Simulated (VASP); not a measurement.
# ZnSn2N2 (P-4m2) in VASP: further runs

Runs on ZnSn2N2. Level: PBE. Tasks: single point.

All numbers are computed with VASP 6.6.1; they aren't measurements. Logs are shortened: lines on timing, memory, paths and dates and some standing lists are left out, and cuts for length are marked.

### Step 1. The undisturbed crystal

Symmetry: P-4m2, No. 115, tetragonal system. Conventional cell: a = 3.352 Å, b = 3.352 Å, c = 8.064 Å, α = 90.00°, β = 90.00°, γ = 90.00°. Sn (site symmetry 2mm) is surrounded by 2 N at 2.12 Å. Zn (site symmetry -4m2) is surrounded by 4 N at 2.05 Å. N (site symmetry 2mm) is surrounded by 2 Zn at 2.05 Å and 2 Sn at 2.12 Å.

The cell comes from a database or a generator and needn't be the stable form of this composition.

### Step 2. Single point, PBE

Input file INCAR:

```
SYSTEM = ZnSn2N2
  ADDGRID = .FALSE.
  ALGO = Normal
  EDIFF = 0.01
  ENCUT = 400
  GGA = PE
  ISIF = 2
  ISMEAR = 0
  LASPH = .TRUE.
  LCHARG = .FALSE.
  LREAL = .FALSE.
  LWAVE = .FALSE.
  NBANDS = 33
  NELM = 100
  PREC = Accurate
  SIGMA = 0.05
```

Input file KPOINTS:

```
k-points
0
G
  5 5 2
  0 0 0
```

Input file POSCAR:

```
ZnSn2N2
1.0
    3.3523260000      0.0000000000      0.0000000000
    0.0000000000      3.3523260000      0.0000000000
    0.0000000000      0.0000000000      8.0642090000
Sn Zn N
2 1 2
Direct
    0.4973440000      0.4812300000      0.3153800000
    0.4977480000      0.5263330000      0.6946440000
   -0.0161480000     -0.0098380000     -0.0046550000
   -0.0132420000      0.5408690000      0.8583280000
    0.4951850000     -0.0107610000      0.1447960000
```

Potentials or basis: VASP PAW PBE potentials, release 64 (Sn_d, Zn, N).

Launch:

```console
$ cat potpaw_PBE.64/Sn_d/POTCAR potpaw_PBE.64/Zn/POTCAR potpaw_PBE.64/N/POTCAR > POTCAR
$ mpirun -np 1 vasp_std > vasp.out
```

OUTCAR:

```text
SYSTEM = ZnSn2N2
   EDIFF = 0.01
   ENCUT = 400
   GGA = PE
   ISIF = 2
   ISMEAR = 0
   LASPH = .TRUE.
   LREAL = .FALSE.
   NELM = 100
   PREC = Accurate

 Found     26 irreducible k-points:

 Following reciprocal coordinates:
            Coordinates               Weight
  0.000000  0.000000  0.000000      1.000000
  0.200000  0.000000  0.000000      2.000000
  0.000000  0.200000  0.000000      2.000000
  0.400000  0.000000  0.000000      2.000000
  0.000000  0.400000  0.000000      2.000000
  0.200000  0.200000  0.000000      2.000000
   k-points           NKPTS =     26   k-points in BZ     NKDIM =     26   number of bands    NBANDS=     33
   number of dos      NEDOS =    301   number of ions     NIONS =      5
   total plane-waves  NPLWV =  31104
   dimension x,y,z NGX =    24 NGY =   24 NGZ =   54
   dimension x,y,z NGXF=    48 NGYF=   48 NGZF=  108
   ions per type =               2   1   2
   NGX,Y,Z   is equivalent  to a cutoff of  11.90, 11.90, 11.13 a.u.
   NGXF,Y,Z  is equivalent  to a cutoff of  23.80, 23.80, 22.26 a.u.
 SYSTEM =  ZnSn2N2
   PREC   = accura    normal or accurate (medium, high low for compatibility)
   ISTART =      0    job   : 0-new  1-cont  2-samecut
   ICHARG =      2    charge: 1-file 2-atom 10-const
   ISPIN  =      1    spin polarized calculation?
   LNONCOLLINEAR =      F non collinear calculations
   LSORBIT =      F    spin-orbit coupling
   LASPH  =      T    aspherical Exc in radial PAW
   ENCUT  =  400.0 eV  29.40 Ry    5.42 a.u.   5.47  5.47 13.15*2*pi/ulx,y,z
   NELM   =    100;   NELMIN=  2; NELMDL= -5     # of ELM steps
   EDIFF  = 0.1E-01   stopping-criterion for ELM
   LREAL  =      F    real-space projection
   EDIFFG = 0.1E+00   stopping-criterion for IOM
   NSW    =      0    number of steps for IOM
   IBRION =     -1    ionic relax: 0-MD 1-quasi-New 2-CG
   NFREE  =      0    steps in history (QN), initial steepest desc. (CG)
   ISIF   =      2    stress and relaxation
   ISYM   =      2    0-nonsym 1-usesym 2-fastsym
   POTIM  = 0.5000    time-step for ionic-motion
   TEBEG  =    0.0;   TEEND  =   0.0 temperature during run
   PSTRESS=    0.0 pullay stress
   NELECT =      50.0000    total number of electrons
   NUPDOWN=      -1.0000    fix difference up-down
   EMIN   =  10.00;   EMAX   =-10.00  energy-range for DOS
   EFERMI =   0.00;   METHOD = LEGACY
   ISMEAR =     0;   SIGMA  =   0.05  broadening in eV -4-tet -1-fermi 0-gaus
   EFERMI_NEDOS =   21; number of points for ismear=-14 and -15
   IALGO  =     38    algorithm
   IMIX   =      4    mixing-type and parameters
     AMIX     =   0.40;   BMIX     =  1.00
     AMIX_MAG =   1.60;   BMIX_MAG =  1.00
  volume/ion in A,a.u.               =      18.13       122.32
  Fermi-wavevector in a.u.,A,eV,Ry     =   1.342703  2.537341 24.529295  1.802852
  Thomas-Fermi vector in A             =   2.470836
   LORBIT       =      0    0 simple, 1 ext, 2 COOP (PROOUT), +10 PAW based schemes
   GGA     = PE    functional components
   LHFCALC =     F    Hartree Fock is set to
   AEXX    =    0.0000 exact exchange contribution
   IVDW    =     0    specifies the selected vdW correction
   LEPSILON=     F    determine dielectric tensor
   LRPA    =     F    only Hartree local field effects (RPA)
 non-spin polarized calculation
 Gauss-broadening in eV      SIGMA  =   0.05
  energy-cutoff  :      400.00
  volume of cell :       90.63
 maximum number of plane-waves:      1674
 NGX is ok and might be reduce to    24
   NGX = 11   NGY = 11   NGZ = 27

 number of electron      50.0000012 magnetization

 Free energy of the ion-electron system (eV)
  ---------------------------------------------------
  ext. energy  EPLUGINS =         0.00000000
  ---------------------------------------------------
  free energy    TOTEN  =       -24.01899066 eV

  energy without entropy =      -24.01494804  energy(sigma->0) =      -24.01696935

 E-fermi :   5.2379     XC(G=0): -10.2465

 val. band max:        5.2285803304   @ k =   0.0000   0.2000   0.0000
 cond. band min:       5.2469331301   @ k =   0.2000   0.0000   0.0000
 fundamental gap:      0.0183527997
 Fermi energy:         5.2379226013

 k-point     1 :       0.0000    0.0000    0.0000
  band No.  band energies     occupation
      1     -16.1023      2.00000
      2     -16.0125      2.00000
      3     -15.9601      2.00000
      4     -15.9054      2.00000
      5     -15.8779      2.00000
      6     -15.8261      2.00000
[... 25 lines left out ...]
     32      12.8660      0.00000
     33      13.2143      0.00000

 k-point     2 :       0.2000    0.0000    0.0000
  band No.  band energies     occupation
      1     -16.0704      2.00000
      2     -15.9726      2.00000
      3     -15.9657      2.00000
      4     -15.9196      2.00000
      5     -15.8756      2.00000
      6     -15.8429      2.00000
[... 25 lines left out ...]
     32      12.9731      0.00000
     33      13.9705      0.00000

 k-point     3 :       0.0000    0.2000    0.0000
  band No.  band energies     occupation
      1     -16.0652      2.00000
      2     -15.9866      2.00000
      3     -15.9381      2.00000
      4     -15.9036      2.00000
      5     -15.8983      2.00000
      6     -15.8419      2.00000
[... 25 lines left out ...]
     32      13.1441      0.00000
     33      14.1881      0.00000

 k-point     4 :       0.4000    0.0000    0.0000
  band No.  band energies     occupation
      1     -16.0719      2.00000
      2     -16.0039      2.00000
      3     -15.9209      2.00000
      4     -15.8768      2.00000
      5     -15.8655      2.00000
      6     -15.8572      2.00000
[... 25 lines left out ...]
     32      13.7545      0.00000
     33      13.8315      0.00000

 k-point     5 :       0.0000    0.4000    0.0000
  band No.  band energies     occupation
      1     -16.0182      2.00000
      2     -15.9708      2.00000
      3     -15.9492      2.00000
      4     -15.9008      2.00000
      5     -15.8961      2.00000
      6     -15.8646      2.00000
[... 25 lines left out ...]
     32      13.6731      0.00000
     33      13.8869      0.00000

 k-point     6 :       0.2000    0.2000    0.0000
  band No.  band energies     occupation
      1     -16.0358      2.00000
      2     -15.9563      2.00000
      3     -15.9375      2.00000
      4     -15.9118      2.00000
      5     -15.8903      2.00000
      6     -15.8596      2.00000
[... 25 lines left out ...]
     32      12.7557      0.00000
     33      14.5441      0.00000

 [... further k-points ...]
[... 5 lines left out ...]
  --------------------------------------------------------------------------------------
  -------------------------------------------------------------------------------------
  Total       -0.9799591     -0.3184794     -1.8657343     -0.0074573      1.9855700      0.1880899
  in kB      -17.3246423     -5.6303803    -32.9842122     -0.1318369     35.1027800      3.3252308
  external PRESSURE =     -18.6464116 kB  Pullay stress =       0.0000000 kB

 VOLUME and BASIS-vectors are now :
 -----------------------------------------------------------------------------
  energy-cutoff  :      400.00
  volume of cell :       90.63
      direct lattice vectors                 reciprocal lattice vectors
     3.352326000  0.000000000  0.000000000     0.298300344  0.000000000  0.000000000
     0.000000000  3.352326000  0.000000000     0.000000000  0.298300344  0.000000000
     0.000000000  0.000000000  8.064209000     0.000000000  0.000000000  0.124004723

 POSITION                                       TOTAL-FORCE (eV/Angst)
 -----------------------------------------------------------------------------------
      1.66726      1.61324      2.54329        -0.004871      0.233209     -0.824449
      1.66861      1.76444      5.60175        -0.367978      0.037582      0.024690
      3.29819      3.31935      8.02667         0.211555      1.407104      1.108161
      3.30793      1.81317      6.92174         0.369476     -1.662738     -1.019667
      1.66002      3.31625      1.16767        -0.208181     -0.015157      0.711265
 -----------------------------------------------------------------------------------
    total drift:                               -0.000501     -0.004628      0.036083

  FREE ENERGIE OF THE ION-ELECTRON SYSTEM (eV)
  ---------------------------------------------------
  free  energy   TOTEN  =       -24.0189906629 eV

  energy  without entropy=      -24.0149480400  energy(sigma->0) =      -24.01696935
```

Wall time 14 s (1 thread of Intel Xeon 6975P-C (Granite Rapids), shared host); peak memory 0.2 GiB.

These settings aren't checked as converged: the numbers below hold their error.

What came out:

```yaml
Free_energy: -24.0190 eV
Largest_force: 1.985 eV/Å
Band_gap_on_the_k_mesh: none (metal or under the smearing width)
```

Caveat: the k mesh is coarse (spacing up to 0.39 Å⁻¹), so the values aren't converged; the cutoff is under 1.25 times the usual one of these potentials, so pressure, stress and relaxed cells hold a basis-set (Pulay) error.

### Step 3. Single point, PBE

INCAR, as its differences from that of step 2:

```diff
@@ -3,3 +3,3 @@
   ALGO = Normal
-  EDIFF = 0.01
+  EDIFF = 1E-4
   ENCUT = 400
```

KPOINTS is that of step 2.

POSCAR is that of step 2.

Potentials or basis: VASP PAW PBE potentials, release 64 (Sn_d, Zn, N).

Launch:

```console
$ cat potpaw_PBE.64/Sn_d/POTCAR potpaw_PBE.64/Zn/POTCAR potpaw_PBE.64/N/POTCAR > POTCAR
$ mpirun -np 1 vasp_std > vasp.out
```

Wall time 17 s (1 thread of Intel Xeon 6975P-C (Granite Rapids), shared host); peak memory 0.2 GiB.

These settings aren't checked as converged: the numbers below hold their error.

What came out:

```yaml
Free_energy: -24.0192 eV
Largest_force: 1.972 eV/Å
Band_gap_on_the_k_mesh: none (metal or under the smearing width)
```

Caveat: the k mesh is coarse (spacing up to 0.39 Å⁻¹), so the values aren't converged; the cutoff is under 1.25 times the usual one of these potentials, so pressure, stress and relaxed cells hold a basis-set (Pulay) error.

(Part 1 of 2 ends here.)
